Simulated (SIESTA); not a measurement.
NiO2 under changes of volume

One of the cells (12.920 Å³/atom); the others are scaled copies at fixed shape and fractional positions:

```
CELL_PARAMETERS angstrom
2.91215 0.00000 0.00000
-1.45608 2.52200 0.00000
0.00000 0.00000 10.55527
ATOMIC_POSITIONS crystal
Ni 0.00000 0.00000 0.50000
Ni 0.00000 0.00000 0.00000
O 0.33333 0.66667 0.58908
O 0.33333 0.66667 0.91092
O 0.66667 0.33333 0.41092
O 0.66667 0.33333 0.08908
```

The cell comes from a database or a generator and needn't be the stable form of this composition.

- Program: SIESTA 5.4.2
- Functional: LDA
- Potentials or basis: PseudoDojo 0.4 standard (LDA files)
- Basis: DZP (energy shift 0.003 Ry; two zetas on semicore shells)
- Grid cutoff: 800 Ry
- Energy shift: 0.003 Ry
- k mesh: 8 × 8 × 2
- Occupations: fermi-dirac, width 0.05 eV
- Spin: collinear spin, ferromagnetic start
- Starting moments: [1.0, 1.0, 0.0, 0.0, 0.0, 0.0] μB

| volume (Å³/atom) | energy over the lowest point (meV/atom) | pressure (GPa) | gap on the mesh (eV) | largest force (eV/Å) |
| --- | --- | --- | --- | --- |
| 12.145 | 0.00 | -10.9 | 0.85 | 0.391 |
| 12.404 | 19.93 | -13.7 | 0.83 | 0.657 |
| 12.662 | 44.19 | -16.3 | 0.81 | 0.903 |
| 12.920 | 72.27 | -18.5 | 0.79 | 1.125 |
| 13.179 | 103.68 | -20.4 | 0.77 | 1.327 |
| 13.437 | 137.95 | -22.0 | 0.75 | 1.510 |
| 13.696 | ? | ? | ? | ? |

Problem. What does the run at 13.696 Å³/atom give?

Solution. Energy over the lowest point 174.71 meV/atom; pressure -23.5 GPa; gap on the mesh 0.73 eV; largest force 1.678 eV/Å.

Worked out: A Birch-Murnaghan fit of order 3 (a polynomial in V^(-2/3)) to the other rows has no minimum within the range. It gives 174.79 meV/atom at 13.696 Å³/atom, against the run's 174.71, and -dE/dV = -23.5 GPa, against -23.5. A straight line through the other rows of the gap, of slope -0.989 eV per unit of ln V, extrapolates to 0.73 eV, against the run's 0.73.

Energies are extrapolated to zero smearing.

Caveats: short orbitals over semicore shells can move pressures by several GPa; the basis of atomic orbitals isn't converged, which shifts pressures, moduli and gaps; forces of over 1 eV/Å show positions far from the minimum, so gaps and moduli don't describe the material at rest (some runs).

A mesh can miss the band edges.
